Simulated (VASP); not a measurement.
**Lu: relaxation of cell and atoms with PBEsol**

Lu:

```xyz
1
Lattice="-1.9541 1.9541 1.9541 1.9541 -1.9541 1.9541 1.9541 1.9541 -1.9541" Properties=species:S:1:pos:R:3 pbc="T T T"
Lu    0.0000    0.0000    0.0000
```

This isn't the form of Lu at room conditions, which is hcp.

* Program: VASP 6.6.1
* Task: relaxation of cell and atoms
* Functional: PBEsol
* Potentials or basis: VASP PAW PBE potentials, release 64 (Lu)
* Cutoff: 600 eV
* k mesh: 10 × 10 × 10
* Occupations: fermi-dirac, width 0.05 eV
* Spin: no spin polarisation
* Further INCAR settings: ALGO = Normal; EDIFF = 1e-06; IBRION = 2; EDIFFG = -0.005; NSW = 60; ISIF = 3

```yaml
Relaxed_volume: 28.03 Å³/atom
Relaxed_cell: a = 3.315 Å, b = 3.315 Å, c = 3.315 Å, α = 109.47°, β = 109.47°, γ = 109.47°
Space_group_after_relaxing_to_0.05_Å: Im-3m (No. 229)
Energy_gained_by_relaxing: 15.9 meV/atom
Ionic_steps: 3
Pressure_after_relaxing: 0.0 GPa
Band_gap_on_the_k_mesh: none (metal or under the smearing width)
```

The path:
```csv
step,energy change (eV),largest force (eV/Å),pressure (GPa),volume (Å³)
1,0.0000,0.0000,-2.50,29.85
2,-0.0158,0.0000,0.31,27.88
3,-0.0159,0.0000,0.01,28.03
```

Final structure:
```
CELL_PARAMETERS angstrom
-1.91371 1.91371 1.91371
1.91371 -1.91371 1.91371
1.91371 1.91371 -1.91371
ATOMIC_POSITIONS crystal
Lu 0.00000 0.00000 0.00000
```

Levels at points of the mesh, in eV from the Fermi level:
```tsv
k point	band 10	band 11	band 12	band 13	band 14	band 15
(0.00, 0.00, 0.00)	-4.98	-4.98	-4.96	2.12	2.12	2.12
(0.50, 0.00, 0.00)	-4.98	-4.97	-2.64	0.30	0.61	4.25
(0.50, 0.50, 0.50)	-4.97	-4.97	-1.65	-1.65	5.97	5.97
```

It took 35 s on 1 thread of Intel(R) Xeon(R) 6975P-C (Granite Rapids), on a shared host, peak memory 0.19 GiB.

Caveat: the PAW data sets were made with another functional, which shifts forces and pressure a little. The run has no spin-orbit coupling, so splittings on Lu are missing.
